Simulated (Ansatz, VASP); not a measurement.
**Two plane-wave programs on Ru**

```
Ru
1.0
     2.67483    0.00000    0.00000
    -1.33741    2.31647    0.00000
     0.00000    0.00000    4.43727
Ru
2
Direct
  0.33333 0.66667 0.25000
  0.66667 0.33333 0.75000
```

Alike in both runs: task single point; functional PBEsol; k mesh 21 × 21 × 12; occupations gaussian, width 0.15 eV; no spin polarisation.

|  | VASP | Ansatz |
| --- | --- | --- |
| version | VASP 6.6.1 | Ansatz 0.2.0 |
| potentials or method | VASP PAW PBE potentials, release 64 (Ru_pv) | scalar-relativistic, plane waves, PAW |
| plane-wave cutoff (eV) | 520 | 420 |
| valence electrons in the cell | 28 | 32 |

|  | VASP | Ansatz | Ansatz less VASP |
| --- | --- | --- | --- |
| gap on the k mesh at the Fermi level (eV) | none | none | - |
| pressure (GPa) | -9.9 | -9.8 | +0.09 |
| largest component of the traceless stress (GPa) | 14.96 | 14.99 | +0.024 |

A gap of «none» marks a metal or a gap that the smearing closes. The two sets of potentials don't hold the same shells in valence. Ansatz warned: «pseudo_functional_mismatch».

Caveats: the PAW data sets were made with another functional, which shifts forces and pressure a little (VASP).
